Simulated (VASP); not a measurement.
The system is CoO.

```
Co O
1.0
    -1.50800    1.50800    2.10725
     1.50800   -1.50800    2.10725
     3.01600    3.01600   -4.21450
Co O
2 2
Cartesian
  0.0000 0.0000 0.0000
  1.5080 1.5080 -2.1073
  0.0000 0.0000 2.1073
  1.5080 1.5080 0.0000
```

Base run:

```yaml
Program: VASP 6.6.1
Functional: LDA
Potentials_or_basis: VASP PAW LDA potentials, release 64 (Co, O)
Cutoff: 520 eV
k_mesh: 8 × 8 × 8
Occupations: gaussian, width 0.05 eV
Spin: collinear spin, antiferromagnetic start
Starting_moments: "[2.0, -2.0, 0.0, 0.0] μB"
Hubbard_terms: Co d U = 7 eV
```

Its results: band gap on the k mesh 1.65 eV; pressure -12.3 GPa; net moment 0.00 μB per cell; site moments Co +2.84, -2.84; O +0.08, -0.08 μB.

Task: The run is repeated on the same cell with these changes: hubbard terms from Co d U = 7 eV to Co d U = 3 eV; further incar settings from ALGO = Normal; EDIFF = 1e-06 to ALGO = Fast; EDIFF = 1e-07; NBANDS = 27. What comes out?

Result: Band gap on the k mesh none (metal or under the smearing width); pressure -13.1 GPa; net moment 0.00 μB per cell; site moments Co +2.62, -2.62; O +0.14, -0.14 μB.

A k mesh can miss the band edges.
